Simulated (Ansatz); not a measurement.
The system is InAs.

```
In As
1.0
     0.00000    3.01800    3.01800
     3.01800    0.00000    3.01800
     3.01800    3.01800    0.00000
In As
1 1
Cartesian
  0.0000 0.0000 0.0000
  4.5270 4.5270 4.5270
```

```yaml
Program: Ansatz 0.2.0
Task: relaxation of cell and atoms
Functional: BLYP
Potentials_or_basis: Ansatz PAW
Cutoff: "420 eV (not typed: the program's choice for these potentials)"
k_mesh: 8 × 8 × 8
Occupations: fermi-dirac, width 0.05 eV
Spin: no spin polarisation
```

At the start: volume 27.49 Å³/atom.

Q: How do energy, volume and symmetry change on relaxing?

A: It ends after 5 steps and the volume is 31.47 Å³/atom (+14.5 %); space group F-43m (No. 216, to 0.05 Å).

Step by step:
```csv
step,energy change (eV),largest force (eV/Å),volume (Å³)
1,0.0000,0.0000,54.98
2,-0.1609,0.0000,63.37
3,-0.1613,0.0000,63.04
4,-0.1613,0.0000,62.95
5,-0.1627,0.0000,62.95
```

Final structure:
```
In As
1.0
     0.00000    3.15729    3.15729
     3.15729    0.00000    3.15729
     3.15729    3.15729    0.00000
In As
1 1
Cartesian
  0.0000 0.0000 0.0000
  4.7359 4.7359 4.7359
```

Caveat: the plane-wave basis is chosen anew once the cell has moved, so the energies of steps on either side of that aren't comparable; the volume moved by +14 % from the deposited cell, more than functionals usually miss; the PAW data sets come from PBE, with cores solved anew for the run's functional, which leaves a small shift of forces and pressure.
